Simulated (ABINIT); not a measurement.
Crystal: Hf.

```
Hf
1.0
     3.19670    0.00000    0.00000
    -1.59835    2.76842    0.00000
     0.00000    0.00000    5.05780
Hf
2
Direct
  0.66667 0.33333 0.75000
  0.33333 0.66667 0.25000
```

Base run:

- Program: ABINIT 10.8.3 (patched build)
- Functional: RPBE
- Potentials or basis: JTH PAW PBE v2.0
- Cutoff: 517 eV
- k mesh: 10 × 10 × 5
- Occupations: fermi-dirac, width 0.05 eV
- Spin: no spin polarisation

Its results: band gap on the k mesh none (metal or under the smearing width); pressure 3.3 GPa.

Task: After a change of settings the same cell gave: band gap on the k mesh none (metal or under the smearing width); pressure 0.0 GPa. Which change was it?
A. functional from RPBE to PBEsol; k mesh from 10 × 10 × 5 to 13 × 13 × 6
B. functional from RPBE to PBE; k mesh from 10 × 10 × 5 to 6 × 6 × 3
C. functional from RPBE to PW91

Result: C.

PW91 binds more tightly than RPBE, so the same cell stands under less pressure.

Caveats: the PAW data sets were made with another functional, which shifts forces and pressure a little; spin-orbit coupling is left out, which moves the levels of the heavy elements.
